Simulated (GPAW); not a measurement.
The system is SnO.

```
CELL_PARAMETERS angstrom
3.81370 0.00000 0.00000
0.00000 3.81370 0.00000
0.00000 0.00000 4.88691
ATOMIC_POSITIONS crystal
Sn 0.50000 0.00000 0.76463
Sn 0.00000 0.50000 0.23537
O 0.00000 0.00000 0.00000
O 0.50000 0.50000 0.00000
```

The cell is a database's computed one.

Base run:

| Item | Value |
| --- | --- |
| Program | GPAW 26.7.0 |
| Functional | GLLB-SC |
| Potentials or basis | the program's PAW data sets (release 1.2.1) made for this functional |
| Cutoff | 550 eV |
| Basis | pw |
| k mesh | 6 × 6 × 5 |
| Occupations | fermi-dirac, width 0.001 eV |
| Spin | no spin polarisation |

Its results: band gap on the k mesh, kohn-sham part alone 0.37 eV, indirect (least direct gap 2.26 eV); electronic dielectric tensor (diagonal) 6.52, 6.52, 5.72.

Problem. The run is repeated on the same cell with these changes: functional from GLLB-SC to RPBE. What comes out?

Solution. Band gap on the k mesh 0.14 eV, indirect (least direct gap 2.05 eV); electronic dielectric tensor (diagonal) 7.46, 7.46, 6.58.

Caveats: the gap is small at this level, which inflates the dielectric constant; the long-wavelength limit can be off by a per cent or two; spin-orbit coupling is left out, which moves the levels of the heavy elements; an odd mesh through Γ misses points on the zone boundary, where band edges often lie; a model potential gives levels but no total energy (some runs); response on these states lacks terms of the Hamiltonian (some runs).
